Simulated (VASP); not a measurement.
# Hf (P6/mmm) in VASP: a series of runs, part 2 of 2

VASP 6.6.1.

### 4 Relaxation of cell and atoms, PBEsol, target pressure 12 GPa, at which the enthalpy is minimised

This run uses another cell than the first one, of 19.43 Å³/atom, 1.290 times its volume.

INCAR reads:

```
ALGO = Normal ; EDIFF = 1E-7
EDIFFG = -0.002 ; ENCUT = 520
GGA = PS ; IBRION = 2
ISIF = 3 ; ISMEAR = 0
KPAR = 4 ; LASPH = T
LCHARG = F ; LREAL = F
LWAVE = F ; NELM = 60
NSW = 80 ; PREC = Accurate
PSTRESS = 120.0 ; SIGMA = 0.1
```

KPOINTS reads:

```
k-points
0
Gamma
  3 3 4
```

POSCAR reads:

```
Hf                                      
1.0
    4.7489480714      0.0000000000      0.0000000000
   -2.3744740357      4.1127096879     -0.0000000000
    0.0000000000     -0.0000000000      2.9839411423
  Hf            
     3
Direct
     0.6666666699999979    0.3333333300000021    0.5000000000000000
     0.3333333300000021    0.6666666699999979    0.5000000000000000
     0.0000000000000000    0.0000000000000000    0.0000000000000000
```

Potentials or basis: VASP PAW PBE potentials, release 64 (Hf_pv).

Run with:

```bash
$ cat potpaw_PBE.64/Hf_pv/POTCAR > POTCAR
$ mpirun -np 4 vasp_std > vasp.out
```

OUTCAR:

```text
EDIFF = 1E-7
   EDIFFG = -0.002
   ENCUT = 520
   GGA = PS
   IBRION = 2
   ISIF = 3
   ISMEAR = 0
   LASPH = T
   LREAL = F
   NELM = 60
   NSW = 80
   PREC = Accurate
   PSTRESS = 120.0

 ion  position               nearest neighbor table
   1  0.667  0.333  0.500-   2 2.74   2 2.74   2 2.74   3 3.12   3 3.12   3 3.12   3 3.12   3 3.12
                             3 3.12
   2  0.333  0.667  0.500-   1 2.74   1 2.74   1 2.74   3 3.12   3 3.12   3 3.12   3 3.12   3 3.12
                             3 3.12
   3  0.000  0.000  0.000-   1 3.12   2 3.12   1 3.12   2 3.12   1 3.12   1 3.12   2 3.12   2 3.12
                             1 3.12   1 3.12   2 3.12   2 3.12

  LATTYP: Found a hexagonal cell.
 ALAT       =     4.7489480714
 C/A-ratio  =     0.6283372859

  Lattice vectors:

 A1 = (   4.7489480714,   0.0000000000,   0.0000000000)
 A2 = (  -2.3744740357,   4.1127096879,   0.0000000000)
 A3 = (   0.0000000000,   0.0000000000,   2.9839411423)

Analysis of symmetry for initial positions (statically):
=====================================================================
 Subroutine PRICEL returns:
 Original cell was already a primitive cell.

 Routine SETGRP: Setting up the symmetry group for a
 hexagonal supercell.
[... 142 lines left out ...]
 NGX is ok and might be reduce to    36
   NGX = 17   NGY = 17   NGZ = 11

--------------------------------------- Ionic step        1  -------------------------------------------

 number of electron      29.9999996 magnetization

 Free energy of the ion-electron system (eV)
  ---------------------------------------------------
  ext. energy  EPLUGINS =         0.00000000
  ---------------------------------------------------
  free energy    TOTEN  =       -31.33425002 eV

  energy without entropy =      -31.32153209  energy(sigma->0) =      -31.32789106

------------------------ aborting loop because EDIFF is reached ----------------------------------------

  FORCE on cell =-STRESS in cart. coord.  units (eV):
  Direction    XX          YY          ZZ          XY          YZ          ZX
  --------------------------------------------------------------------------------------
  -------------------------------------------------------------------------------------
  Total        4.3672104      4.3672105      4.3761270      0.0000000     -0.0000000      0.0000000
  in kB      120.0601752    120.0601762    120.3053046      0.0000000     -0.0000000      0.0000000
  external PRESSURE =       0.1418853 kB  Pullay stress =     120.0000000 kB
[... 65 lines left out ...]
--------------------------------------- Ionic step        3  -------------------------------------------

 number of electron      29.9999996 magnetization

 Free energy of the ion-electron system (eV)
  ---------------------------------------------------
  ext. energy  EPLUGINS =         0.00000000
  ---------------------------------------------------
  free energy    TOTEN  =       -31.33474109 eV

  energy without entropy =      -31.32201948  energy(sigma->0) =      -31.32838028

 E-fermi :   5.5682     XC(G=0): -12.0514

 val. band max:        5.5155457559   @ k =   0.3333   0.3333   0.2500
 cond. band min:       5.5852740623   @ k =   0.3333   0.3333   0.0000
 fundamental gap:      0.0697283063
 Fermi energy:         5.5682220854

 k-point     1 :       0.0000    0.0000    0.0000
  band No.  band energies     occupation
      1     -24.9995      2.00000
      2     -24.9995      2.00000
      3     -24.8030      2.00000
      4     -24.8030      2.00000
      5     -24.3251      2.00000
      6     -24.0066      2.00000
[... 221 lines left out ...]
  energy  without entropy=      -31.3220194772  energy(sigma->0) =      -31.32838028

  enthalpy is  TOTEN    =       -26.9692287655 eV   P V=        4.3655123224

 reached required accuracy - stopping structural energy minimisation
```

OSZICAR:

```text
N       E                     dE             d eps       ncg     rms          rms(c)
DAV:   1     0.960485455866E+02    0.96049E+02   -0.17528E+04   342   0.155E+03
DAV:   2    -0.260101725559E+02   -0.12206E+03   -0.11769E+03   404   0.333E+02
DAV:   3    -0.321978896116E+02   -0.61877E+01   -0.58281E+01   454   0.421E+01
[... 21 lines left out ...]
DAV:   1    -0.313347440495E+02    0.59239E-03   -0.10071E-04   354   0.782E-02    0.299E-02
DAV:   2    -0.313347418657E+02    0.21838E-05   -0.56693E-06   382   0.173E-02    0.650E-03
DAV:   3    -0.313347411838E+02    0.68182E-06   -0.97457E-07   368   0.733E-03    0.249E-03
DAV:   4    -0.313347410498E+02    0.13407E-06   -0.43708E-07   342   0.473E-03    0.207E-03
DAV:   5    -0.313347410879E+02   -0.38184E-07   -0.23068E-08   198   0.115E-03
   3 F= -.26969229E+02 E0= -.26962868E+02  d E =-.280294E-06
```

It took 11 s on 4 MPI ranks of Intel Xeon Platinum 8375C at 2.90GHz (Ice Lake), shared host; peak memory 0.17 GiB.

What came out:

```yaml
Free_energy: -31.3347 eV
Relaxed_volume: 19.43 Å³/atom
Relaxed_cell: a = 4.749 Å, b = 4.749 Å, c = 2.984 Å, α = 90.00°, β = 90.00°, γ = 120.00°
Space_group_after_relaxing_to_0.05_Å: P6/mmm (No. 191)
Energy_change_on_relaxing_the_enthalpy_is_what_falls: -0.2 meV/atom
Ionic_steps: 3
Pressure_after_relaxing: 12.0 GPa
Band_gap_on_the_k_mesh: none (metal or under the smearing width)
```

Step by step:
```csv
step,energy change (eV),largest force (eV/Å),pressure (GPa),volume (Å³)
1,0.0000,0.0000,12.01,58.28
2,-0.0011,0.0000,11.98,58.29
3,-0.0005,0.0000,11.99,58.29
```

Final structure:
```cif
data_structure
_symmetry_space_group_name_H-M 'P 1'
_symmetry_Int_Tables_number 1
_cell_length_a 4.7490
_cell_length_b 4.7490
_cell_length_c 2.9842
_cell_angle_alpha 90.000
_cell_angle_beta 90.000
_cell_angle_gamma 120.000
_cell_volume 58.29
loop_
_atom_site_label
_atom_site_type_symbol
_atom_site_fract_x
_atom_site_fract_y
_atom_site_fract_z
_atom_site_occupancy
Hf1 Hf 0.66667 0.33333 0.50000 1
Hf2 Hf 0.33333 0.66667 0.50000 1
Hf3 Hf 0.00000 0.00000 0.00000 1
```

Caveat: the k mesh is coarse (spacing up to 0.53 Å⁻¹), so the values aren't converged; the cell is relaxed towards a set pressure, so the enthalpy falls and the energy may rise; the PAW data sets were made with another functional, which shifts forces and pressure a little. Spin-orbit coupling is left out, which matters for the levels of Hf.

### 5 Relaxation of cell and atoms, PBEsol, target pressure 0.0001 GPa, at which the enthalpy is minimised

This run uses another cell than the first one, of 19.43 Å³/atom, 1.290 times its volume.

INCAR: that of step 4 with these lines changed.

```diff
@@ -8,2 +8,2 @@
 NSW = 80 ; PREC = Accurate
-PSTRESS = 120.0 ; SIGMA = 0.1
+PSTRESS = 0.001 ; SIGMA = 0.1
```

KPOINTS is that of step 4.

POSCAR reads:

```
Hf                                      
1.0
    4.7490235544      0.0000000000      0.0000000000
   -2.3745117772      4.1127750591      0.0000000000
    0.0000000000     -0.0000000000      2.9841817767
  Hf            
     3
Direct
     0.6666666699999979    0.3333333300000021    0.5000000000000000
     0.3333333300000021    0.6666666699999979    0.5000000000000000
     0.0000000000000000    0.0000000000000000    0.0000000000000000
```

Run with:

```bash
$ cat potpaw_PBE.64/Hf_pv/POTCAR > POTCAR
$ mpirun -np 4 vasp_std > vasp.out
```

Wall time 40 s (4 MPI ranks of Intel Xeon Platinum 8375C at 2.90GHz (Ice Lake), shared host); peak memory 0.18 GiB.

It converged, with:

| Property | Result |
| --- | --- |
| Free energy | -31.5208 eV |
| Relaxed volume | 21.19 Å³/atom |
| Relaxed cell | a = 4.889 Å, b = 4.889 Å, c = 3.071 Å, α = 90.00°, β = 90.00°, γ = 120.00° |
| Space group after relaxing (to 0.05 Å) | P6/mmm (No. 191) |
| Energy change on relaxing (the enthalpy is what falls) | -62.0 meV/atom |
| Ionic steps | 10 |
| Pressure after relaxing | 0.0 GPa |
| Band gap on the k mesh | none (metal or under the smearing width) |

Step by step:
| step | energy change (eV) | largest force (eV/Å) | pressure (GPa) | volume (Å³) |
| --- | --- | --- | --- | --- |
| 1 | 0.0000 | 0.0000 | 12.00 | 58.29 |
| 2 | 0.1234 | 0.0000 | -11.50 | 71.44 |
| 3 | -0.1859 | 0.0000 | -0.26 | 63.70 |
| 4 | -0.1860 | 0.0000 | -0.01 | 63.57 |
| 5 | -0.1860 | 0.0000 | 0.20 | 63.46 |
| 6 | -0.1860 | 0.0000 | 0.19 | 63.47 |
| 7 | -0.1860 | 0.0000 | 0.19 | 63.47 |
| 8 | -0.1860 | 0.0000 | 0.15 | 63.49 |
| 9 | -0.1861 | 0.0000 | 0.03 | 63.55 |
| 10 | -0.1861 | 0.0000 | 0.00 | 63.56 |

Final structure:
```cif
data_structure
_symmetry_space_group_name_H-M 'P 1'
_symmetry_Int_Tables_number 1
_cell_length_a 4.8891
_cell_length_b 4.8891
_cell_length_c 3.0706
_cell_angle_alpha 90.000
_cell_angle_beta 90.000
_cell_angle_gamma 120.000
_cell_volume 63.56
loop_
_atom_site_label
_atom_site_type_symbol
_atom_site_fract_x
_atom_site_fract_y
_atom_site_fract_z
_atom_site_occupancy
Hf1 Hf 0.66667 0.33333 0.50000 1
Hf2 Hf 0.33333 0.66667 0.50000 1
Hf3 Hf 0.00000 0.00000 0.00000 1
```

Levels at points of the mesh, in eV from the Fermi level:
| k point | band 11 | band 12 | band 13 | band 14 | band 15 | band 16 | band 17 | band 18 | band 19 |
| --- | --- | --- | --- | --- | --- | --- | --- | --- | --- |
| (0.00, 0.00, 0.00) | -2.68 | -0.62 | -0.62 | -0.60 | -0.60 | -0.60 | 1.16 | 2.18 | 2.18 |
| (0.00, 0.00, 0.50) | -2.71 | -2.71 | -2.23 | -2.03 | -2.03 | 1.43 | 1.43 | 2.05 | 2.05 |

Caveat: the k mesh is coarse (spacing up to 0.53 Å⁻¹), so the values aren't converged; the cell is relaxed towards a set pressure, so the enthalpy falls and the energy may rise; the PAW data sets were made with another functional, which shifts forces and pressure a little.

### 6 Relaxation of cell and atoms, PBEsol, target pressure 0.0001 GPa, at which the enthalpy is minimised

This run uses another cell than the first one, of 21.19 Å³/atom, 1.407 times its volume.

INCAR is that of step 5.

KPOINTS is that of step 5.

POSCAR reads:

```
Hf                                      
1.0
    4.8890944454      0.0000000000      0.0000000000
   -2.4445472227      4.2340800106     -0.0000000000
    0.0000000000     -0.0000000000      3.0706359835
  Hf            
     3
Direct
     0.6666666699999979    0.3333333300000021    0.5000000000000000
     0.3333333300000021    0.6666666699999979    0.5000000000000000
     0.0000000000000000    0.0000000000000000    0.0000000000000000
```

Potentials or basis: VASP PAW PBE potentials, release 64 (Hf_pv).

Run with:

```bash
$ cat potpaw_PBE.64/Hf_pv/POTCAR > POTCAR
$ mpirun -np 4 vasp_std > vasp.out
```

Run time: 15 s. Hardware: 4 MPI ranks of Intel Xeon Platinum 8375C at 2.90GHz (Ice Lake), shared host; peak memory 0.17 GiB.

It converged, with:

```
Free energy                                            : -31.5220 eV
Relaxed volume                                         : 21.19 Å³/atom
Relaxed cell                                           : a = 4.889 Å, b = 4.889 Å, c = 3.071 Å, α = 90.00°, β = 90.00°, γ = 120.00°
Space group after relaxing (to 0.05 Å)                 : P6/mmm (No. 191)
Energy change on relaxing (the enthalpy is what falls) : -0.0 meV/atom
Ionic steps                                            : 3
Pressure after relaxing                                : 0.0 GPa
Band gap on the k mesh                                 : none (metal or under the smearing width)
```

Final structure:
```
CELL_PARAMETERS angstrom
4.88928 0.00000 0.00000
-2.44464 4.23424 0.00000
0.00000 0.00000 3.07078
ATOMIC_POSITIONS crystal
Hf 0.66667 0.33333 0.50000
Hf 0.33333 0.66667 0.50000
Hf 0.00000 0.00000 0.00000
```

Levels at points of the mesh, in eV from the Fermi level:
```
           k point  band 12  band 13  band 14  band 15  band 16  band 17  band 18  band 19
(0.00, 0.00, 0.00)    -0.62    -0.62    -0.60    -0.60    -0.60     1.16     2.18     2.18
(0.00, 0.00, 0.50)    -2.71    -2.23    -2.03    -2.03     1.43     1.43     2.05     2.05
```

Caveat: the k mesh is coarse (spacing up to 0.51 Å⁻¹), so the values aren't converged; the cell is relaxed towards a set pressure, so the enthalpy falls and the energy may rise; the PAW data sets were made with another functional, which shifts forces and pressure a little.

### 7 Overview

```csv
cell,target pressure,gap on the mesh (eV),pressure (GPa)
relaxed to 75 GPa,75 GPa,none,75.0
relaxed to 12 GPa,12 GPa,none,12.0
relaxed to 0.0001 GPa,0.0001 GPa,none,0.0
```

Alike in all rows: task relaxation of cell and atoms; level PBEsol; potentials or basis VASP PAW PBE potentials, release 64 (Hf_pv); no spin polarisation; k mesh 3 × 3 × 4; cutoff (eV) 520; smearing gaussian 0.1 eV; the mesh is coarse, so values aren't converged.

Caveats: all runs use coarse meshes; the cell is relaxed towards a set pressure, so the enthalpy falls and the energy may rise; the PAW data sets were made with another functional, which shifts forces and pressure a little; the relaxation stopped at its first step, so nothing moved (some runs).

Absolute energies hang on the potentials; compare differences alone.
